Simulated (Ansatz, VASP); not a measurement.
Given: the input of a run of VASP 6.6.1 on Ti.

File INCAR:

```
ALGO     = Fast           # electronic algorithm
EDIFF    = 1E-6           # SCF threshold, eV
ENCUT    = 520            # plane-wave cutoff, eV
GGA      = PE             # functional
ISIF     = 2              # what is computed and relaxed
ISMEAR   = 0              # smearing method
LASPH    = True           # aspherical terms in the spheres
LCHARG   = False          # write CHGCAR
LREAL    = False          # projectors in reciprocal space
LWAVE    = False          # write WAVECAR
NBANDS   = 12             # bands
NELM     = 80             # most SCF steps
PREC     = Accurate       # precision mode
SIGMA    = 0.018000000000000002 # smearing width, eV
```

Contents of KPOINTS:

```
k-points
0
Gamma
  11 11 11
```

File POSCAR:

```
Ti
1.0
   -1.6410000000      1.6410000000      1.6410000000
    1.6410000000     -1.6410000000      1.6410000000
    1.6410000000      1.6410000000     -1.6410000000
Ti
1
Direct
    0.0000000000      0.0000000000      0.0000000000
```

Potentials or basis: VASP PAW PBE potentials, release 64 (Ti_sv).

Run with:

```bash
$ cat potpaw_PBE.64/Ti_sv/POTCAR > POTCAR
$ mpirun -np 1 vasp_std > vasp.out
```

Q: Translate it to Ansatz 0.2.0. Potentials there: all-electron LAPW, scalar-relativistic.

A: As run (the cutoff follows the program's own potentials):

File input.yaml:

```yaml
crystal:
  lattice:
    - [-1.641, 1.641, 1.641]
    - [1.641, -1.641, 1.641]
    - [1.641, 1.641, -1.641]
  atoms:
    - { symbol: Ti, position: [0.0, 0.0, 0.0] }
kpoints:
  mp_grid: { grid: [11, 11, 11] }
scf:
  occupations: { method: gaussian, width: 0.018 }
hamiltonian:
  xc: pbe
  pseudopotentials: { kind: all_electron, lapw: { basis_error: 0.001 } }
output:
  forces: true
  stress: true
  eigenvalues: true
```

Potentials or basis: all-electron LAPW, scalar-relativistic.

The run is started by

```bash
$ ansatz run input.yaml --threads 1 --pin off --max-ram 3072MiB --backend cpu --events-out ev --progress --plain --runs-dir out
```

Both were run:

|  | VASP | Ansatz | Ansatz less VASP |
| --- | --- | --- | --- |
| gap on the k mesh at the Fermi level (eV) | none | none | - |
| pressure (GPa) | -3.5 | -2.9 | +0.61 |

A gap of «none» marks a metal or a gap that the smearing closes. Ansatz ran all-electron here, so the differences hold the error of VASP's frozen core and of both bases.
